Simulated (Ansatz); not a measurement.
MgS in the NiAs-type structure was relaxed with 5 functionals in Ansatz 0.2.0, cell and atoms free, the symmetry of the start kept (meshes: PBE 12×12×4, r2SCAN 12×12×4, PBEsol 12×12×4, LDA 12×12×4, HSE06 6×6×4). No spin polarisation and no zero-point or thermal motion; the cell was built from a prototype and may be hypothetical.

The r2SCAN result:
```cif
data_structure
_symmetry_space_group_name_H-M 'P 1'
_symmetry_Int_Tables_number 1
_cell_length_a 3.6454
_cell_length_b 3.6454
_cell_length_c 6.1474
_cell_angle_alpha 90.000
_cell_angle_beta 90.000
_cell_angle_gamma 120.000
_cell_volume 70.75
loop_
_atom_site_label
_atom_site_type_symbol
_atom_site_fract_x
_atom_site_fract_y
_atom_site_fract_z
_atom_site_occupancy
Mg1 Mg 0.00000 0.00000 0.00000 1
Mg2 Mg 0.00000 0.00000 0.50000 1
S1 S 0.33333 0.66667 0.25000 1
S2 S 0.66667 0.33333 0.75000 1
```

Space group P6_3/mmc (No. 194), hexagonal; a = 3.645 Å, c = 6.147 Å in the conventional setting, 17.69 Å³ an atom. Mg has 6 S at 2.61 Å; S has 6 Mg at 2.61 Å.

**Question.** How does the cell change with PBE?

**Answer.** a = 3.666 Å, c = 6.178 Å; the volume differs by +1.6 % from r2SCAN's. Mg has 6 S at 2.62 Å; S has 6 Mg at 2.62 Å.

**Question.** What lattice does HSE06 give?

**Answer.** a = 3.641 Å, c = 6.138 Å; the volume differs by -0.4 % from r2SCAN's. Mg has 6 S at 2.60 Å; S has 6 Mg at 2.60 Å.

**Question.** Held at the r2SCAN cell, what mean stress do LDA and PBE find, and does its sign point to their own minimum?

**Answer.** Yes. LDA -3.23 GPa, and its relaxed volume is -4.2 % from r2SCAN's; PBE +1.24 GPa, and its relaxed volume is +1.6 % from r2SCAN's. Compression counts positive, so a positive stress asks for a larger cell.
